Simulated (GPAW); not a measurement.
The system is CdSe.

```
Cd Se
1.0
     0.00000    3.07027    3.07027
     3.07027    0.00000    3.07027
     3.07027    3.07027    0.00000
Cd Se
1 1
Direct
  0.00000 0.00000 0.00000
  0.75000 0.75000 0.75000
```

Measurements of this composition are mostly on another form, of space group No. 186.

Base run:

- Program: GPAW 26.7.0
- Functional: vdW-DF2
- Potentials or basis: GPAW PAW data sets (gpaw-data 1.2.1)
- Cutoff: 600 eV
- Basis: pw
- k mesh: 6 × 6 × 6
- Occupations: fermi-dirac, width 0.05 eV
- Spin: spin-orbit coupling, no magnetisation

Its results: band gap on the k mesh 0.21 eV, direct.

Q: The run is repeated on the same cell with these changes: functional from vdW-DF2 to BLYP; potentials or basis from GPAW PAW data sets (gpaw-data 1.2.1) to PAW data sets generated in the run's folder for this functional. What comes out?

A: Band gap on the k mesh 0.33 eV, direct.

Caveats: spin-orbit coupling was added after a scalar SCF, so levels and gaps hold it while energy, forces, pressure and moments don't; this program's spin-orbit splittings come out too wide for heavy elements.

Not every run made on this cell is shown here.
